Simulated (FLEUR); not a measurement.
**PbS (Galena) under changes of volume**

One of the cells (26.086 Å³/atom); the others are scaled copies at fixed shape and fractional positions:

```
CELL_PARAMETERS angstrom
0.00000 2.96575 2.96575
2.96575 0.00000 2.96575
2.96575 2.96575 0.00000
ATOMIC_POSITIONS crystal
Pb 0.00000 0.00000 0.00000
S 0.50000 0.50000 0.50000
```

- Program: FLEUR MaX-R8.1 (later development tree)
- Functional: PBEsol
- Potentials or basis: all-electron
- Basis: FLAPW
- Kmax: 4.54 1/bohr
- k mesh: 8 × 8 × 8
- Occupations: fermi-dirac, width 0.05 eV
- Spin: no spin polarisation

```csv
volume (Å³/atom),energy over the lowest point (meV/atom),gap on the mesh (eV)
24.521,11.02,0.00
25.042,3.31,0.09
25.564,0.00,0.18
26.086,0.74,0.25
26.607,5.15,0.32
27.129,12.86,0.39
27.651,?,?
```

What does the run at 27.651 Å³/atom give?

Energy over the lowest point 23.54 meV/atom; gap on the mesh 0.45 eV.

Worked out: A Birch-Murnaghan fit of order 3 (a polynomial in V^(-2/3)) to the other rows has its minimum at 25.72 Å³/atom with B0 = V·E''(V) = 59 GPa and B' = 3.8. It gives 23.61 meV/atom at 27.651 Å³/atom, against the run's 23.54.

Energies are extrapolated to zero smearing.

Caveats: spin-orbit coupling is left out, which as a rule narrows the gap of such compounds by several tenths of an eV.

A mesh can miss the band edges.
